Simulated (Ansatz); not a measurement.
# BeTe: properties of a relaxed candidate

This session takes a relaxed cell of BeTe and sets out to see how the gap depends on the level of theory.

Program: Ansatz 0.2.0. Level of theory: DFT PBE, scalar-relativistic, plane waves, PAW, unless a step names another level. These are calculated values, not measurements.

1 further run of the same task is left out (set aside as unsound or not needed). Runs told in other sessions of the task aren't counted.

**1. The system as given**

The structure is tetragonal, space group P4/nmm (No. 129). Conventional cell: a = 3.912 Å, b = 3.912 Å, c = 7.426 Å, α = 90.00°, β = 90.00°, γ = 90.00°. Around Be (site symmetry -4m2) lie 4 Te at 2.48 Å and 4 Be at 2.77 Å. Te (site symmetry 4mm) is surrounded by 4 Be at 2.48 Å.

As a file:

```cif
data_structure
_symmetry_space_group_name_H-M 'P 1'
_symmetry_Int_Tables_number 1
_cell_length_a 3.9119
_cell_length_b 3.9119
_cell_length_c 7.4258
_cell_angle_alpha 90.000
_cell_angle_beta 90.000
_cell_angle_gamma 90.000
_cell_volume 113.64
loop_
_atom_site_label
_atom_site_type_symbol
_atom_site_fract_x
_atom_site_fract_y
_atom_site_fract_z
_atom_site_occupancy
Be1 Be 0.00000 0.00000 0.50000 1
Be2 Be 0.50000 0.50000 0.50000 1
Te1 Te 0.50000 0.00000 0.70613 1
Te2 Te 0.00000 0.50000 0.29387 1
```

It is the end of an earlier relaxation with the same method, from a generated guess; it needn't be the stable form of this composition. At a tolerance of 0.02 Å it has space group P4/nmm (No. 129); it has 28.41 Å³/atom, an uncorrected energy of -0.27 eV/atom over the elements and, on its mesh, gap 2.12 eV.

**2. The same geometry with HSE06**

input.yaml reads:

```yaml
crystal:
  lattice:
    - [3.9119471, 0.0, 0.0]
    - [0.0, 3.9119471, 0.0]
    - [0.0, 0.0, 7.4258011]
  atoms:
    - { symbol: Be, position: [0.0, 0.0, 0.5] }
    - { symbol: Be, position: [0.5, 0.5, 0.5] }
    - { symbol: Te, position: [0.5, 0.0, 0.706133] }
    - { symbol: Te, position: [0.0, 0.5, 0.293867] }
basis:
  ecutwfc: 420
kpoints:
  mp_grid: { grid: [6, 6, 4] }
  band_path:
    path:
      - [[0.0, 0.0, 0.0], [0.0, 0.5, 0.0], [0.5, 0.5, 0.0], [0.0, 0.0, 0.0], [0.0, 0.0, 0.5], [0.0, 0.5, 0.5], [0.5, 0.5, 0.5], [0.0, 0.0, 0.5]]
      - [[0.0, 0.5, 0.0], [0.0, 0.5, 0.5]]
      - [[0.5, 0.5, 0.0], [0.5, 0.5, 0.5]]
    npoints: 4
hamiltonian:
  xc: hse06
scf:
  occupations: { method: gaussian, width: 0.02 }
output:
  forces: true
  stress: true
  eigenvalues: true
  populations: true
  dos: { projected: true, de: 0.02 }
  bader: false
  write_density: true
  write_potential: true
  elf: true
  volumetric_format: npy
```

Launch:

```bash
$ ansatz run input.yaml --threads 1 --pin off --max-ram 3072MiB --backend cpu --events-out ev --progress --plain --runs-dir out
```

**3. Level of theory: PBE with spin-orbit coupling**

input.yaml, as its differences from that of step 2:

```diff
@@ -13,3 +13,3 @@
 kpoints:
-  mp_grid: { grid: [6, 6, 4] }
+  mp_grid: { grid: [8, 8, 4] }
   band_path:
@@ -19,5 +19,5 @@
       - [[0.5, 0.5, 0.0], [0.5, 0.5, 0.5]]
-    npoints: 4
+    npoints: 10
 hamiltonian:
-  xc: hse06
+  xc: pbe
 scf:
@@ -35 +35,4 @@
   volumetric_format: npy
+magnetization:
+  noncollinear: true
+  spin_orbit: true
```

**4. Band edges anywhere in the zone (PBE with spin-orbit coupling)**

input.yaml reads:

```yaml
crystal:
  lattice:
    - [3.9119471, 0.0, 0.0]
    - [0.0, 3.9119471, 0.0]
    - [0.0, 0.0, 7.4258011]
  atoms:
    - { symbol: Be, position: [0.0, 0.0, 0.5] }
    - { symbol: Be, position: [0.5, 0.5, 0.5] }
    - { symbol: Te, position: [0.5, 0.0, 0.706133] }
    - { symbol: Te, position: [0.0, 0.5, 0.293867] }
basis:
  ecutwfc: 420
kpoints:
  mp_grid: { grid: [8, 8, 4] }
  band_path: { path: [VBM, CBM], npoints: 2 }
hamiltonian:
  xc: pbe
scf:
  occupations: { method: gaussian, width: 0.02 }
output:
  forces: false
  stress: false
  eigenvalues: true
magnetization:
  noncollinear: true
  spin_orbit: true
checkpoint:
  read: start.run
  write: ck
  compress: false
  write_wavefunctions: false
  write_every: 100000
```

**5. Eigenvalues a small step from each edge (PBE with spin-orbit coupling)**

input.yaml, as its differences from that of step 4:

```diff
@@ -14,3 +14,2 @@
   mp_grid: { grid: [8, 8, 4] }
-  band_path: { path: [VBM, CBM], npoints: 2 }
 hamiltonian:
@@ -23,2 +22,35 @@
   eigenvalues: true
+  eigenstates:
+    kpoints:
+      - [0.0, 0.0, 0.0]
+      - [0.012452114, 0.0, 0.0]
+      - [-0.012452114, 0.0, 0.0]
+      - [0.0, 0.012452114, 0.0]
+      - [0.0, -0.012452114, 0.0]
+      - [0.0, 0.0, 0.023637059]
+      - [0.0, 0.0, -0.023637059]
+      - [0.008804975, 0.008804975, 0.0]
+      - [-0.008804975, -0.008804975, 0.0]
+      - [0.008804975, 0.0, 0.016713925]
+      - [-0.008804975, 0.0, -0.016713925]
+      - [0.0, 0.008804975, 0.016713925]
+      - [0.0, -0.008804975, -0.016713925]
+      - [0.007189232, 0.007189232, 0.013646862]
+      - [-0.007189232, -0.007189232, -0.013646862]
+      - [0.0, 0.0, 0.0]
+      - [0.012452114, 0.0, 0.0]
+      - [-0.012452114, 0.0, 0.0]
+      - [0.0, 0.012452114, 0.0]
+      - [0.0, -0.012452114, 0.0]
+      - [0.0, 0.0, 0.023637059]
+      - [0.0, 0.0, -0.023637059]
+      - [0.008804975, 0.008804975, 0.0]
+      - [-0.008804975, -0.008804975, 0.0]
+      - [0.008804975, 0.0, 0.016713925]
+      - [-0.008804975, 0.0, -0.016713925]
+      - [0.0, 0.008804975, 0.016713925]
+      - [0.0, -0.008804975, -0.016713925]
+      - [0.007189232, 0.007189232, 0.013646862]
+      - [-0.007189232, -0.007189232, -0.013646862]
+    e_range: [-3.314052, 3.314052]
 magnetization:
```

(Steps that only read results are left out.)

Q: Predict the outcome of this session. Wanted: gap; gap over the zone; valence top, conduction bottom; hole masses; electron masses (for each run or level that gives them).

As calculated:

| quantity | value |
| --- | --- |
| gap (HSE06) | 2.80 eV, direct on the path |
| gap (PBE with spin-orbit coupling) | 1.81 eV, direct on the path |
| gap over the zone (PBE with spin-orbit coupling) | 1.81 eV, direct |
| valence top, conduction bottom (fractional k) (PBE with spin-orbit coupling) | (0.000, 0.000, 0.000), (0.000, 0.000, 0.000) |
| hole masses (PBE with spin-orbit coupling) | 0.24 to 4.32 m0 along the directions sampled |
| electron masses (PBE with spin-orbit coupling) | 0.29 to 17.38 m0 along the directions sampled |

What this shows: The gap runs from 1.81 eV with PBE with spin-orbit coupling to 2.80 eV with HSE06. Exact exchange in HSE06 widens it by 0.68 eV. Spin-orbit coupling moves it by -0.31 eV. At this fixed cell HSE06 gives -0.7 GPa, so it would relax to a smaller volume. HSE06 cost 17 times the CPU time of PBE on a shared host. Only the runs so marked include spin-orbit coupling; the others lack it, which matters for elements this heavy.
